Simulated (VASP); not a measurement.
A run of VASP 6.6.1:

INCAR

```
  PREC = Accurate
  ENCUT = 520
  EDIFF = 1E-7
  ISMEAR = 0
  SIGMA = 0.1
  LREAL = False
  LASPH = True
  NELM = 100
  ALGO = Fast
  ISIF = 2
  LWAVE = False
  LCHARG = True
  GGA = PE
  LELF = True
  LVHAR = True
  NBANDS = 38
```

File KPOINTS:

```
Automatic mesh
0
Gamma
  9 9 6
```

File POSCAR:

```
TaSi2
1.0
    4.7861458327      0.0000000000      0.0000000000
   -2.3930729163      4.1449238774      0.0000000000
    0.0000000000      0.0000000000      6.5805559147
Ta Si
3 6
Direct
    0.5000000000      0.0000000000      0.0000000000
    0.5000000000      0.5000000000      0.6666666667
    0.0000000000      0.5000000000      0.3333333333
    0.1589150239      0.3178300479      0.0000000000
    0.8410849761      0.1589150239      0.6666666667
    0.6821699521      0.8410849761      0.3333333333
    0.8410849761      0.6821699521      0.0000000000
    0.1589150239      0.8410849761      0.6666666667
    0.3178300479      0.1589150239      0.3333333333
```

Potentials or basis: VASP PAW PBE potentials, release 64 (Ta_pv, Si).

Command:

```console
$ cat potpaw_PBE.64/Ta_pv/POTCAR potpaw_PBE.64/Si/POTCAR > POTCAR
$ mpirun -np 1 vasp_std > vasp.out
```

Hardware: 1 thread of Intel(R) Xeon(R) Platinum 8488C (Sapphire Rapids), on a shared host.

Task: How long does it take, and how much memory?

Result: It took 3.1 min on 1 thread of Intel(R) Xeon(R) Platinum 8488C (Sapphire Rapids) (shared host), peak memory 0.35 GiB. Counts: scf iterations 18, k points 48.
